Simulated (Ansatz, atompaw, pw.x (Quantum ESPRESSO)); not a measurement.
# What a changed setting does to a pw.x run (fcc Mo)

Potential: PAW, atompaw 4.2.0.5, PBE; core [Ar] 3d10, reference 4s2 4p6 4d5 5s1 5p0; waves: 4s (bound): rc 2.05 bohr; 5s (bound): rc 1.75 bohr; 4p (bound): rc 2.10 bohr; 5p (bound, empty): rc 2.55 bohr; 4d (bound): rc 2.15 bohr; 4d channel at 0.2 Ry: rc 2.15 bohr; local part: troulliermartins scheme with l = 3 at -0.5 Ry, radius 1.95 bohr; core correction: smooth core density matched at 1.60 bohr; augmentation: besselshape compensation charge, radius 2.10 bohr; PAW radius 2.55 bohr; waves and projectors: custom rrkj gramschmidtortho.

The reference run (k-mesh 14³, cutoffs 50/500 Ry, Fermi–Dirac 0.01 Ry, mixing_beta 0.4, conv_thr 1e-9, no spin) gives -0.70 GPa at 16.027 Å³/atom, where all-electron LAPW gives 0.44 GPa. This run, with its own iteration cap, changes smearing to mv.

```
&control
  calculation='scf', prefix='x', pseudo_dir='./', outdir='./tmp', tstress=.true., disk_io='none'
/
&system
  ibrav=0, nat=1, ntyp=1, ecutwfc=50, ecutrho=500, nbnd=15,
  occupations='smearing', smearing='mv', degauss=0.01
/
&electrons
  conv_thr=1e-09, mixing_beta=0.4, electron_maxstep=70
/
ATOMIC_SPECIES
Mo 1.0 Mo.UPF
CELL_PARAMETERS angstrom
  0.00000000 2.00112437 2.00112437
  2.00112437 0.00000000 2.00112437
  2.00112437 2.00112437 0.00000000
ATOMIC_POSITIONS crystal
Mo 0.0000 0.0000 0.0000
K_POINTS automatic
14 14 14 0 0 0
```

```bash
pw.x < Mo.scf.in > Mo.scf.out
```

How does the run end?

It converges in 11 iterations; the free energy moves by +38.7 meV/atom and the pressure by -0.76 GPa. This scheme is built to cancel the term in the square of the width that Fermi–Dirac smearing leaves in the F of a metal.

```
Message from routine setup:
     using ibrav=0 with symmetry is DISCOURAGED, use correct ibrav instead
     lattice parameter (alat)  =       5.3480  a.u.
     unit-cell volume          =     108.1556 (a.u.)^3
     number of electrons       =        14.00
     number of Kohn-Sham states=           15
     kinetic-energy cutoff     =      50.0000  Ry
     charge density cutoff     =     500.0000  Ry
     scf convergence threshold =      1.0E-09
     Exchange-correlation= SLA PW PBX PBC
     number of k points=   104  Marzari-Vanderbilt smearing, width (Ry)=  0.0100
     iteration #  1     ecut=    50.00 Ry     beta= 0.40
     total energy              =    -363.89048902 Ry
     estimated scf accuracy    <       0.12480780 Ry
     iteration #  2     ecut=    50.00 Ry     beta= 0.40
     total energy              =    -363.87023753 Ry
     estimated scf accuracy    <       0.01515550 Ry
     iteration #  3     ecut=    50.00 Ry     beta= 0.40
     total energy              =    -363.88148937 Ry
     estimated scf accuracy    <       0.00087438 Ry
     iteration #  4     ecut=    50.00 Ry     beta= 0.40
     c_bands:  1 eigenvalues not converged
     total energy              =    -363.88440387 Ry
     estimated scf accuracy    <       0.00107773 Ry
     iteration #  5     ecut=    50.00 Ry     beta= 0.40
     total energy              =    -363.88811475 Ry
     estimated scf accuracy    <       0.00030300 Ry
     iteration #  6     ecut=    50.00 Ry     beta= 0.40
     total energy              =    -363.88815055 Ry
     estimated scf accuracy    <       0.00003140 Ry
     iteration #  7     ecut=    50.00 Ry     beta= 0.40
     total energy              =    -363.88815405 Ry
     estimated scf accuracy    <       0.00000381 Ry
     iteration #  8     ecut=    50.00 Ry     beta= 0.40
     total energy              =    -363.88815442 Ry
     estimated scf accuracy    <       0.00000104 Ry
     iteration #  9     ecut=    50.00 Ry     beta= 0.40
     total energy              =    -363.88815452 Ry
     estimated scf accuracy    <          1.3E-09 Ry
     iteration # 10     ecut=    50.00 Ry     beta= 0.40
     total energy              =    -363.88815451 Ry
     estimated scf accuracy    <       0.00000001 Ry
     iteration # 11     ecut=    50.00 Ry     beta= 0.40
     the Fermi energy is    20.0769 ev
!    total energy              =    -363.88815452 Ry
     estimated scf accuracy    <          2.2E-10 Ry
     smearing contrib. (-TS)   =       0.00007243 Ry
     The total energy is F=E-TS. E is the sum of the following terms:
     one-electron contribution =     -16.21260567 Ry
     hartree contribution      =      19.70784910 Ry
     xc contribution           =     -15.77996746 Ry
     ewald contribution        =    -118.81722445 Ry
     one-center paw contrib.   =    -232.78627846 Ry
     convergence has been achieved in  11 iterations
          total   stress  (Ry/bohr**3)                   (kbar)     P=      -14.69
     Message from routine punch:
     Nothing written, as per user request (disk_io='none')
```

The run took about 14 s on one core of a shared host (Intel(R) Xeon(R) 6975P-C, 128 threads, 496 GiB, load 41).
